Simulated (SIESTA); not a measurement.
**Se under changes of volume**

One of the cells (27.806 Å³/atom); the others are scaled copies at fixed shape and fractional positions:

```
Se
1.0
     4.39512    0.00000    0.00000
    -2.19756    3.80628    0.00000
     0.00000    0.00000    4.98641
Se
3
Cartesian
  1.7022 2.9483 0.0000
  -0.4953 0.8579 3.3243
  0.9907 0.0000 1.6621
```

| Property | Result |
| --- | --- |
| Program | SIESTA 5.4.2 |
| Functional | PBE |
| Potentials or basis | PseudoDojo 0.4 standard (PBE files) |
| Basis | DZP (energy shift 0.002 Ry) |
| Grid cutoff | 500 Ry |
| Energy shift | 0.002 Ry |
| k mesh | 7 × 7 × 6 |
| Occupations | fermi-dirac, width 0.05 eV |
| Spin | no spin polarisation |

```csv
volume (Å³/atom),energy over the lowest point (meV/atom),pressure (GPa),gap on the mesh (eV),largest force (eV/Å)
25.625,180.86,14.1,1.09,2.857
26.170,138.03,12.1,1.07,2.543
26.716,100.06,10.3,1.06,2.250
27.806,?,?,?,?
28.351,18.22,6.0,1.00,1.488
28.896,0.00,4.8,0.99,1.261
```

Task: What does the run at 27.806 Å³/atom give?

Result: Energy over the lowest point 40.71 meV/atom; pressure 7.3 GPa; gap on the mesh 1.02 eV; largest force 1.726 eV/Å.

Worked out: A Birch-Murnaghan fit of order 3 (a polynomial in V^(-2/3)) to the other rows has no minimum within the range. It gives 40.70 meV/atom at 27.806 Å³/atom, against the run's 40.71, and -dE/dV = 7.3 GPa, against 7.3. A straight line through the other rows of the gap, of slope -0.855 eV per unit of ln V, gives 1.02 eV, against the run's 1.02.

Energies are extrapolated to zero smearing.

Caveats: semicore shells carry a single zeta, which can move pressures by several GPa and volumes by a few percent; an odd mesh through Γ misses points on the zone boundary, where band edges often lie; the basis of atomic orbitals isn't converged, which shifts pressures, moduli and gaps; forces of over 1 eV/Å show positions far from the minimum, so gaps and moduli don't describe the material at rest. Spin-orbit coupling on Se is left out.
